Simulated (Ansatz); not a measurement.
# The puckered SnTe bilayer (AB) under a gate, part 4 of 4

Wanted: Fermi level and gate voltage of the puckered SnTe bilayer (AB) as it is charged.

Ansatz 0.2.0; plane-wave DFT, PBE-D3(BJ), Ansatz PAW.

So far. Step 11 (Gated layer, added electrons -10×10¹³ per cm²): Against the uncharged case this takes -7.45 V.

### Step 14. Varying the input: crystal.symmetry = {"detect": false}

This step: plane-wave DFT, PBE-D3(BJ), Ansatz PAW (Ansatz 0.2.0).

Another changed input: it repeats the earlier run at 1 × 10¹³ added electrons per cm² with crystal.symmetry from detect: true to detect: false.

Contents of input.yaml:

```yaml
crystal:
  lattice:
    - [4.7394522874, 0.0, 0.0]
    - [0.0, 4.5115505004, 0.0]
    - [0.0, 0.0, 48.1954179573]
  atoms:
    - { symbol: Sn, position: [0.0311575435, 0.0, 0.4059605819] }
    - { symbol: Te, position: [0.4694563091, 0.5, 0.4046027782] }
    - { symbol: Te, position: [0.9687417233, 0.0, 0.4663743694] }
    - { symbol: Sn, position: [0.530644424, 0.5, 0.4654666921] }
    - { symbol: Sn, position: [0.030644424, 0.5, 0.5345333079] }
    - { symbol: Te, position: [0.4687417233, 0.0, 0.5336256306] }
    - { symbol: Te, position: [0.9694563091, 0.5, 0.5953972218] }
    - { symbol: Sn, position: [0.5311575435, 0.0, 0.5940394181] }
  periodic: [true, true, false]
  symmetry: { detect: false }
total_charge: -0.021382
kpoints:
  mp_grid: { grid: [32, 32, 1] }
  band_path:
    path:
      - [0, 0, 0]
      - [0.5, 0, 0]
      - [0.5, 0.5, 0]
      - [0, 0, 0]
      - [0, 0.5, 0]
      - [0.5, 0.5, 0]
    npoints: 16
hamiltonian:
  xc: pbe
  dispersion: d3bj
scf:
  occupations: { method: fermi_dirac, width: 0.02585 }
  convergence: { dr2_threshold: 1.0e-10 }
output:
  forces: true
  eigenvalues: true
  write_potential: true
  write_density: true
  volumetric_format: npy
external_charges:
  - { charge: 0, barrier: 10, axis: 3, height: 32.195, sigma: 0.25 }
  - { charge: 0.021382, axis: 3, height: 33.695, sigma: 0.5 }
```

Run with:

```bash
ansatz run input.yaml --threads 4 --pin off --max-ram 16384MiB --backend cpu --events-out ev --progress --plain --runs-dir out
```

Numbers of over 12 decimals in the logs are rounded to 6 here.

Output:

```text
[...]
Crystal: 8 atoms, lattice volume = 1030.528 Å³
Basis set: ecut = 420 eV, 20053 PW (Γ), exchange–correlation on 64×64×648 points (8 copies of the dense FFT grid, shifted against one another)
Bands: 73, of which v1, the nominal top of the filled ones, is band 60 counted from 1 (59 counted from 0)
Symmetry: 1 space group operations
k-points: 514 of 1024 (time reversal used)
[...]
SCF iter  14: F=-52021.223234 eV  HF=-52021.223234 eV  |F-HF|=2.11e-10  |Δ(HF+E_count)|=  6.04e-10  Δρ=4.75e-8  dr2=2.94e-11  ethr=1.00e-12  ⟨swp⟩=30.6  Hψ=298037  notcnv=0
[...]
SCF 1 converged in 14 iterations: F = -52021.223234 eV  dr2 = 2.94e-11
[...]
SCF converged after 14 iterations
the last check of whether an eigenvalue changes by more than its tolerance under the output density was not made (no_room)
Free energy (F): -52021.223234 eV
[...]
Internal energy: -52021.221970 eV  (E = F + TS)
E sigma→0 (E₀):  -52021.222602 eV
Entropy (-TS):   -0.001264 eV (-0.158 meV/atom)
Fermi energy:    -3.138538 eV
[...]
--- Forces (eV/Å), atoms and charges each counted from 1 ---
  atom   1  Sn    -0.00938481    -0.00000000     0.00364082
  atom   2  Te     0.01049902     0.00000000     0.00259159
  atom   3  Te     0.01456438    -0.00000000     0.00204155
  atom   4  Sn    -0.01547711     0.00000000     0.00050564
  atom   5  Sn    -0.01558549    -0.00000000    -0.03012199
  atom   6  Te     0.01910646    -0.00000000     0.02989142
  atom   7  Te     0.01094124     0.00000000     0.00751958
  atom   8  Sn    -0.01466345    -0.00000000    -0.04372082
  external charge   1     0.00000000     0.00000000     0.02958563
  external charge   2     0.00000000     0.00000000    -0.00193304
  max |Σ_I F_I| component, the external charges' with the atoms': 3.70e-7 eV/Å
--- Band table (eV; the first three rows and the last of 514) ---
  k-point 0: bands = [... 56 lower, -5.5430, -5.3906, -4.7031, -4.5451, -2.9445, -1.6542, -1.3256, -1.2925, ... 9 higher]
  k-point 1: bands = [... 56 lower, -5.5333, -5.3827, -4.7020, -4.5434, -2.9468, -1.6458, -1.3124, -1.2745, ... 9 higher]
  k-point 2: bands = [... 56 lower, -5.5022, -5.3599, -4.6994, -4.5389, -2.9536, -1.6238, -1.2834, -1.2211, ... 9 higher]
  k-point 513: bands = [... 56 lower, -5.5816, -5.5646, -5.5410, -5.5332, -1.5214, -1.4979, -1.3807, -1.3413, ... 9 higher]
```

It took 47 min on 4 threads of Arm Neoverse V1, shared host; peak memory 14 GiB; 2.9 h of CPU time.

This step gave:

| Quantity | Value |
| --- | --- |
| energy at zero smearing | -52021.2226 eV |
| potential beyond the upper barrier and gate, less the barrier, from the Fermi level | 2.765 eV |

Electronic bands along the path, in eV, zero at the Fermi level:

```
  point  band 57  band 58  band 59  band 60  band 61  band 62  band 63  band 64
      Γ    -2.40    -2.25    -1.56    -1.41     0.19     1.48     1.81     1.85
halfway    -1.90    -1.83    -1.44    -1.42     0.31     0.75     1.17     1.25
      X    -1.34    -1.33    -1.06    -1.04     0.25     0.26     0.59     0.61
halfway    -2.37    -2.36    -2.03    -2.02     1.21     1.22     2.06     2.08
      S    -2.44    -2.43    -2.40    -2.39     1.62     1.64     1.76     1.80
halfway    -2.11    -1.96    -1.32    -1.13     0.26     0.37     0.83     1.13
      Γ    -2.40    -2.25    -1.56    -1.41     0.19     1.48     1.81     1.85
halfway    -1.96    -1.87    -1.47    -1.38     0.18     0.75     0.99     1.13
      Y    -1.72    -1.51    -1.38    -1.32     0.08     0.23     0.24     0.31
halfway    -2.59    -2.33    -2.21    -1.93     1.01     1.35     1.68     1.81
      S    -2.44    -2.43    -2.40    -2.39     1.62     1.64     1.76     1.80
```

```
                                                                                quantity  this run  earlier run  difference
potential beyond the upper barrier and gate, less the barrier, from the Fermi level (eV)     2.765        2.765           0
```

Nothing in the table moves by 0.01 in its unit.

### Step 15. Results

```
gap with uncharged gates                    : 0.781 eV
gate voltage at 10×10¹³ holes per cm²       : -7.45 V
gate voltage at 10×10¹³ electrons per cm²   : +6.71 V
total capacitance near 8×10¹³ holes per cm² : 2.28 µF/cm²
```

Putting 10×10¹³ holes per cm² on the layer takes -7.45 V on the gate; how far the Fermi level moves against the bands is taken for single layers without spin and with an even electron count alone. Between the first holes and the first electrons the voltage runs over 2.19 V: the drop across the plates for that charge, plus the way of the Fermi level through the region of the 0.78 eV gap. The zero of the voltage lies where the smearing puts the uncharged Fermi level. Plates 5 Å apart would give 1.77 µF/cm² in vacuum; the computed total runs from 1.5 to 2.74 µF/cm². A value over that of the plates means that the screening charge has its centre outside the outer atoms; a low density of states works the other way. Few carriers sample few k-points, so the slopes at the lowest densities depend on the mesh and on the temperature. The gates are charged sheets behind model barriers, not atoms. Spin-orbit coupling is left out, which matters for the bands of elements this heavy.

[Logs are printed without paths, hosts, clocks, repeated set-up lines and the standing remarks that a program may print on its own settings, such as how far it seeks lower states.]

[Hosts, paths, dates, database ids (printed as entryN), source tags and the programs' standing remarks are cut or masked in the printed files.]

[Maps of the electrostatic potential energy from Ansatz leave out the sawtooth potential of an applied field or a dipole correction, so their vacuum need not be flat; planar profiles and work functions include it.]
